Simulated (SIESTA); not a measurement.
## Pd under changes of volume

One of the cells (14.750 Å³/atom); the others are scaled copies at fixed shape and fractional positions:

```
Pd
1.0
     0.00000    1.94650    1.94650
     1.94650    0.00000    1.94650
     1.94650    1.94650    0.00000
Pd
1
Direct
  0.00000 0.00000 0.00000
```

| Item | Value |
| --- | --- |
| Program | SIESTA 5.4.2 |
| Functional | PBE |
| Potentials or basis | SG15 1.2 (PBE files) or PseudoDojo by element |
| Basis | DZP (energy shift 0.003 Ry; two zetas on semicore shells) |
| Grid cutoff | 800 Ry |
| Energy shift | 0.003 Ry |
| k mesh | 12 × 12 × 12 |
| Occupations | fermi-dirac, width 0.05 eV |
| Spin | no spin polarisation |

```csv
volume (Å³/atom),energy over the lowest point (meV/atom),pressure (GPa)
13.865,?,?
14.160,53.44,16.9
14.455,27.08,11.9
14.750,10.29,7.0
15.045,1.50,2.7
15.340,0.00,-0.6
15.635,5.01,-4.3
```

Task: What does the run at 13.865 Å³/atom give?

Result: Energy over the lowest point 90.06 meV/atom; pressure 23.5 GPa.

Worked out: A Birch-Murnaghan fit of order 3 (a polynomial in V^(-2/3)) to the other rows has its minimum at 15.25 Å³/atom with B0 = V·E''(V) = 186 GPa and B' = 5.5. It gives 90.25 meV/atom at 13.865 Å³/atom, against the run's 90.06, and -dE/dV = 23.1 GPa, against 23.5.

Energies are extrapolated to zero smearing.

Caveats: the basis of atomic orbitals isn't converged, which shifts pressures, moduli and gaps.
